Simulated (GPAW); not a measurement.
**Er in GPAW: convergence with k mesh**

Input of the first run (k mesh 2 × 2 × 2); the others differ in this setting and in those tied to it:

run.py

```python
from ase.dft.bandgap import bandgap
from ase.io import read, write
from ase.units import GPa
from gpaw import GPAW, PW

atoms = read('POSCAR')
atoms.set_initial_magnetic_moments([3.0])

calc = GPAW(mode=PW(800),
            xc='PBE',
            kpts={'size': (2, 2, 2), 'gamma': True},
            occupations={'name': 'fermi-dirac', 'width': 0.05},
            nbands=23,
            convergence={'density': 1e-05, 'energy': 1e-05},
            maxiter=100,
            txt='gpaw.txt')
atoms.calc = calc
energy = atoms.get_potential_energy()
forces = atoms.get_forces()
stress = atoms.get_stress()
calc.write('gs.gpw')
write('result.traj', atoms)
print(f'Energy: {energy:.6f} eV')
print('Forces (eV/A):')
print(forces.round(4))
print('Stress (GPa):', (stress / GPa).round(3))
print('Moments:', calc.get_magnetic_moments().round(3))
print('Fermi level:', round(calc.get_fermi_level(), 4), 'eV')
print(f'Gap: {bandgap(calc)[0]:.4f} eV, direct: {bandgap(calc, direct=True)[0]:.4f} eV')
```

Contents of POSCAR:

```
Er
1.0
   -1.9779384575      1.9779384575      1.9779384575
    1.9779384575     -1.9779384575      1.9779384575
    1.9779384575      1.9779384575     -1.9779384575
Er
1
Direct
    0.0000000000      0.0000000000      0.0000000000
```

Potentials or basis: GPAW PAW data sets (gpaw-data 1.2.1), pw.

Run with:

```console
$ OMP_NUM_THREADS=1 python run.py
```

This isn't the form of Er at room conditions, which is hcp.

Hardware: 1 thread of Arm Neoverse V1, on a shared host.

```tsv
k mesh	energy less the tightest run, at zero smearing (meV/atom)	pressure (GPa)	largest site moment (μB)	SCF cycles	CPU time (s)	peak memory (GiB)
2 × 2 × 2	-843.75	-10.71	2.33	18	17	0.18
3 × 3 × 3	177.19	0.65	2.37	22	23	0.18
4 × 4 × 4	3.21	3.09	2.33	21	34	0.18
5 × 5 × 5	-3.66	2.53	2.31	17	34	0.19
6 × 6 × 6	6.82	2.43	2.31	17	49	0.19
7 × 7 × 7	-4.09	2.25	2.31	20	69	0.2
9 × 9 × 9	0.82	2.35	2.31	18	100	0.22
10 × 10 × 10	-0.12	2.32	2.31	18	140	0.24
13 × 13 × 13	0.00	2.35	2.31	19	230	0.3
```

Against the tightest run, the energy stays within 1 meV/atom from 9 × 9 × 9 on; the pressure stays within 0.1 GPa from 6 × 6 × 6 on; the largest site moment stays within 0.02 μB from 5 × 5 × 5 on. Meshes of other sizes hit other points, so gaps and Fermi surfaces needn't settle smoothly. The tightest run that finished is the yardstick and may itself not be fully converged.

Caveat, for the tightest run too: one-centre terms of the f shell are cut off; the magnetic or orbital state may not be the lowest; spin-orbit coupling is left out, which moves the levels of the heavy elements. The state reached can hang on the start; a lower one may exist.
